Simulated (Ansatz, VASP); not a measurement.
## One calculation of SiC, two programs

Contents of INCAR:

```
SYSTEM = SiC
PREC     = Accurate       ! precision mode
ENCUT    = 600            ! plane-wave cutoff, eV
EDIFF    = 1E-7           ! SCF threshold, eV
ISMEAR   = 0              ! smearing method
SIGMA    = 0.02           ! smearing width, eV
LREAL    = .FALSE.        ! projectors in reciprocal space
LASPH    = .TRUE.         ! aspherical terms in the spheres
NELM     = 60             ! most SCF steps
ALGO     = Normal         ! electronic algorithm
ISIF     = 3              ! what is computed and relaxed
LWAVE    = .FALSE.        ! write WAVECAR
LCHARG   = .FALSE.        ! write CHGCAR
GGA      = CA             ! functional
IBRION   = 2              ! ionic algorithm
NSW      = 100            ! ionic steps
EDIFFG   = -0.002         ! ionic threshold
```

File KPOINTS:

```
Automatic mesh
0
G
  10 10 10
  0 0 0
```

The input POSCAR:

```
SiC
1.0
    0.0000000000      2.1769966200      2.1769966200
    2.1769966200      0.0000000000      2.1769966200
    2.1769966200      2.1769966200      0.0000000000
Si C
1 1
Direct
    0.7500000000      0.7500000000      0.7500000000
    0.0000000000      0.0000000000      0.0000000000
```

Input for Ansatz:

```yaml
crystal:
  lattice:
    - [0.0, 2.17699662, 2.17699662]
    - [2.17699662, 0.0, 2.17699662]
    - [2.17699662, 2.17699662, 0.0]
  atoms:
    - { symbol: Si, position: [0.75, 0.75, 0.75] }
    - { symbol: C, position: [0.0, 0.0, 0.0] }
basis:
  ecutwfc: 420
kpoints:
  mp_grid: { grid: [10, 10, 10] }
hamiltonian:
  xc: lda
  pseudopotentials: { kind: paw, azcp: { folder: soft_1 } }
scf:
  occupations: { method: gaussian, width: 0.02 }
output:
  forces: true
  stress: true
  eigenvalues: true
relax:
  adjacent_minimum: "off"
  f_tol: 0.002
  max_steps: 80
  cell: { stress_tol: 0.02 }
```

The cell is a database's computed one.

Alike in both runs: task relaxation of cell and atoms; functional LDA; k mesh 10 × 10 × 10; occupations gaussian, width 0.02 eV; no spin polarisation.

|  | VASP | Ansatz |
| --- | --- | --- |
| version | VASP 6.6.1 | Ansatz 0.2.0 |
| potentials or method | VASP PAW LDA potentials, release 64 (Si, C) | scalar-relativistic, plane waves, PAW |
| plane-wave cutoff (eV) | 600 | 420 |
| valence electrons in the cell | 8 | 8 |

VASP gave:

* gap on the k mesh at the Fermi level, each at its own relaxed structure (eV): 1.29
* relaxed volume (Å³/atom): 10.15
* relaxed cell length with the largest relative difference (Å): 3.062
* energy change over the relaxation (meV/atom): -2

Estimate Ansatz's values.

gap on the k mesh at the Fermi level, each at its own relaxed structure (eV): 1.30; relaxed volume (Å³/atom): 10.14; relaxed cell length with the largest relative difference (Å): 3.061; energy change over the relaxation (meV/atom): -2.

Ansatz warned: «pseudo_functional_mismatch».

A k mesh can miss the band edges.
